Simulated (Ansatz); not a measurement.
Consider the substitution at a C–C bond: `C[C@@]1(F)C[C@H]1F` + `CCCS` → `CCCSC` + `F[C@H]1C[C@@H]1F`.

Program: Ansatz. Geometries: PBE0-D4/def2-TZVP. ΔE: electronic, gas phase. CCSD(T)/CBS is the MP2 limit (def2-TZVPP, def2-QZVPP) plus CCSD(T) − MP2 in def2-TZVPP, frozen cores. This one scheme is used for every species. DFT in def2-TZVPP. B3LYP here is the variant with VWN-RPA as its local correlation; programs differ in this. One conformer a species, not always the lowest.

| level | ΔE (kJ/mol) | difference from CCSD(T)/CBS |
| --- | --- | --- |
| PBE-D4 | 22.9 | -4.6 |
| r2SCAN-D4 | 27.5 | 0.0 |
| PBE0-D4 | 24.7 | -2.8 |
| B3LYP-D4 | 24.7 | -2.8 |
| ωB97X-V | 27.2 | -0.3 |
| ωB97M-V | 27.6 | 0.1 |
| B2PLYP | 26.2 | -1.3 |
| PBE | 23.4 | -4.1 |
| r2SCAN | 27.7 | 0.2 |
| PBE0 | 25.2 | -2.3 |
| B3LYP | 25.3 | -2.2 |
| HF/def2-TZVPP | 28.8 | 1.3 |
| MP2/def2-TZVPP | 27.3 | -0.2 |
| SCS-MP2/def2-TZVPP | 27.2 | -0.3 |
| CCSD/def2-TZVPP | 30.1 | 2.6 |
| CCSD(T)/def2-TZVPP | 29.4 | 1.9 |
| HF/def2-QZVPP | 28.6 | 1.1 |
| MP2/def2-QZVPP | 26.1 | -1.4 |
| SCS-MP2/def2-QZVPP | 26.0 | -1.5 |
| HF/CBS(def2) | 28.6 | 1.1 |
| MP2/CBS(def2) | 25.4 | -2.1 |
| CCSD/CBS(def2) | 28.2 | 0.7 |
| CCSD(T)/CBS | 27.5 | 0 |

Largest T1 diagnostic among the species: 0.011.

CCSD(T)/CBS has its own doubt, a few kJ/mol and more with outer-core shells, so smaller differences from it don't rank the levels.
